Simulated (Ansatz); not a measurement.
**Co under changes of volume**

One of the cells (10.640 Å³/atom); the others are scaled copies at fixed shape and fractional positions:

```
CELL_PARAMETERS angstrom
2.47200 0.00000 0.00000
-1.23600 2.14081 0.00000
0.00000 0.00000 4.02114
ATOMIC_POSITIONS crystal
Co 0.66667 0.33333 0.75000
Co 0.33333 0.66667 0.25000
```

| Item | Value |
| --- | --- |
| Program | Ansatz 0.2.0 |
| Functional | PBEsol |
| Potentials or basis | Ansatz PAW |
| Cutoff | 420 eV (not typed: the program's choice for these potentials) |
| k mesh | 12 × 12 × 7 |
| Occupations | fermi-dirac, width 0.05 eV |
| Spin | collinear spin, ferromagnetic start |
| Starting moments | [2.0, 2.0] μB |

```csv
volume (Å³/atom),energy over the lowest point (meV/atom),pressure (GPa),moment (μB per cell)
10.002,9.29,9.1,3.03
10.215,1.28,3.5,3.08
10.427,0.00,-1.4,3.14
10.640,4.79,-5.8,3.20
10.853,15.13,-9.7,3.24
11.066,30.45,-13.3,3.28
11.279,?,?,?
```

**Question.** What does the run at 11.279 Å³/atom give?

**Answer.** Energy over the lowest point 50.22 meV/atom; pressure -16.5 GPa; moment 3.31 μB per cell.

Worked out: A Birch-Murnaghan fit of order 3 (a polynomial in V^(-2/3)) to the other rows has its minimum at 10.36 Å³/atom with B0 = V·E''(V) = 230 GPa and B' = 3.9 at fixed shape and positions, which overstates the stiffness. It gives 50.31 meV/atom at 11.279 Å³/atom, against the run's 50.22, and -dE/dV = -16.5 GPa, against -16.5. A parabola through the other rows of the moment, of slope 0.163 μB per Å³/atom there, extrapolates to 3.32 μB, against the run's 3.31.

Energies are extrapolated to zero smearing.

Caveats: the PAW data sets come from PBE, with cores solved anew for the run's functional, which leaves a small shift of forces and pressure.
